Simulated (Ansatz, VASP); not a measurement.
**ZnSe (Stilleite): VASP beside Ansatz**

POSCAR

```
ZnSe
1.0
    0.0000000000      2.8324246766      2.8324246766
    2.8324246766      0.0000000000      2.8324246766
    2.8324246766      2.8324246766      0.0000000000
Zn Se
1 1
Direct
    0.0000000000      0.0000000000      0.0000000000
    0.2500000000      0.2500000000      0.2500000000
```

INCAR.step1

```
PREC = Accurate
ENCUT = 520
ISMEAR = 0
SIGMA = 0.01
LREAL = F
LASPH = T
NELM = 80
NBANDS = 16
GGA = PE
ALGO = Normal
EDIFF = 1E-4
LWAVE = T
LCHARG = F
```

File INCAR.step2:

```
PREC = Accurate
ENCUT = 520
EDIFF = 1E-6
ISMEAR = 0
SIGMA = 0.01
LREAL = F
LASPH = T
NELM = 80
ALGO = Normal
ISIF = 2
LWAVE = F
LCHARG = F
METAGGA = R2SCAN
LMIXTAU = T
NBANDS = 16
ISTART = 1
```

Contents of KPOINTS:

```
regular mesh
0
Gamma
  8 8 8
```

Input for Ansatz:

```yaml
crystal:
  lattice:
    - [0.0, 2.8324246766, 2.8324246766]
    - [2.8324246766, 0.0, 2.8324246766]
    - [2.8324246766, 2.8324246766, 0.0]
  atoms:
    - { symbol: Zn, position: [0.0, 0.0, 0.0] }
    - { symbol: Se, position: [0.25, 0.25, 0.25] }
kpoints:
  mp_grid: { grid: [8, 8, 8] }
  band_path:
    path:
      - [0.0, 0.0, 0.0]
      - [-0.5, -0.5, 0.0]
      - [-0.375, -0.375, 0.25]
      - [-0.375, 0.0, 0.375]
      - [0.0, 0.0, 0.5]
      - [-0.5, -0.25, 0.25]
    npoints: 1
hamiltonian:
  xc: r2scan
scf:
  occupations: { method: fixed }
  n_extra_bands: 4
output:
  forces: true
  stress: true
  eigenvalues: true
```

Alike in both runs: task single point; functional r2SCAN; k mesh 8 × 8 × 8; no spin polarisation.

```csv
,VASP,Ansatz
version,VASP 6.6.1,Ansatz 0.2.0
potentials or method,"VASP PAW PBE potentials, release 64 (Zn, Se)","plane waves, PAW"
plane-wave cutoff (eV),520,500
occupations,"gaussian, width 0.01 eV",fixed
valence electrons in the cell,18,28
```

Ansatz gave:

| Property | Result |
| --- | --- |
| gap on the k mesh at the Fermi level (eV) | 1.87 |
| pressure (GPa) | 0.0 |

Q: Estimate VASP's values.

A: gap on the k mesh at the Fermi level (eV): 1.87; pressure (GPa): 0.1.

The two sets of potentials don't hold the same shells in valence.

Caveats: the PAW data sets were made with another functional, which shifts forces and pressure a little (VASP). r2SCAN opens gaps a little over a GGA but as a rule still falls short of measured ones.
